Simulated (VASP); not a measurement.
Here is the system:

```
CELL_PARAMETERS angstrom
      4.21691     0.00000     0.00000
      0.00000     4.21691     0.00000
      0.00000     0.00000     4.21691
ATOMIC_POSITIONS crystal
  Ba 0.00000 0.00000 0.00000
  Sn 0.50000 0.50000 0.50000
  O  0.50000 0.00000 0.50000
  O  0.00000 0.50000 0.50000
  O  0.50000 0.50000 0.00000
```

Level of theory: PBEsol GGA, VASP's PBE PAW potentials (set 64) (plane waves; VASP). Settings: 520 eV cut-off, 6×6×6 Γ-centred mesh, Gaussian smearing of 0.050 eV, potentials Ba_sv Sn_d O.

Problem. Give the stress tensor in GPa (positive for a compressed cell).

Solution. 
```
-7.47   0.00   0.00
 0.00  -7.47   0.00
 0.00   0.00  -7.47
```
The pressure is its mean diagonal, -7.47 GPa.

The compound is BaSnO3 in the cubic perovskite structure. This cell is one point of a volume scan, at 1.06 of the reference volume.
